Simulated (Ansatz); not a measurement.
C: random displacements

Level of theory: Ansatz, DFT r2SCAN, scalar-relativistic, plane waves, PAW. Settings: plane waves to 500 eV, k-mesh 6×6×6 (Γ-centred), Gaussian smearing 0.05 eV. No spin polarisation. Energies are free energies at this smearing, counted from the undisturbed cell; pressure is positive in compression.

Zero of the scan (as given, not relaxed at this level):

```
C
1.0
     3.56680    0.00000    0.00000
     0.00000   -3.56680    0.00000
     0.00000    0.00000   -3.56680
C
8
Direct
  0.50000 0.00000 0.00000
  0.00000 0.50000 0.00000
  0.00000 0.00000 0.50000
  0.50000 0.50000 0.50000
  0.75000 0.75000 0.75000
  0.25000 0.25000 0.75000
  0.25000 0.75000 0.25000
  0.75000 0.25000 0.25000
```

After a displacement of all atoms with no net shift and a strain of the cell, the run gives ΔE = 632.2 meV/atom; stress (xx, yy, zz, yz, xz, xy; compression positive) (5.66, 11.76, 19.27, 3.58, -0.22, -12.96) GPa; gap on the mesh 0.66 eV.

```tsv
atom	Fx (eV/Å)	Fy	Fz
C1	7.094	1.158	2.460
C2	2.770	5.602	-0.291
C3	-1.535	-3.392	-6.559
C4	6.998	2.450	-1.347
C5	-1.436	-7.979	6.957
C6	-10.536	4.544	-2.441
C7	-5.875	-3.586	1.122
C8	2.520	1.203	0.098
```

(1) Which displacements (Å, in the unstrained cell) and strain were applied?

## Answers

(1)
| atom | ux | uy | uz |
| --- | --- | --- | --- |
| C1 | -0.14 | -0.07 | -0.05 |
| C2 | -0.05 | -0.07 | -0.05 |
| C3 | 0.05 | 0.08 | 0.16 |
| C4 | -0.06 | -0.07 | 0.00 |
| C5 | -0.01 | 0.14 | -0.16 |
| C6 | 0.21 | -0.04 | 0.10 |
| C7 | 0.07 | 0.05 | 0.01 |
| C8 | -0.06 | -0.02 | 0.00 |
Strain (Voigt, engineering shear): (0.0097, 0.0082, 0.0001, -0.0158, 0.0125, 0.0280).

Cost: 1 run of about 0.19 core-minutes, on AMD EPYC 9R45 (Zen 5) (shared hosts).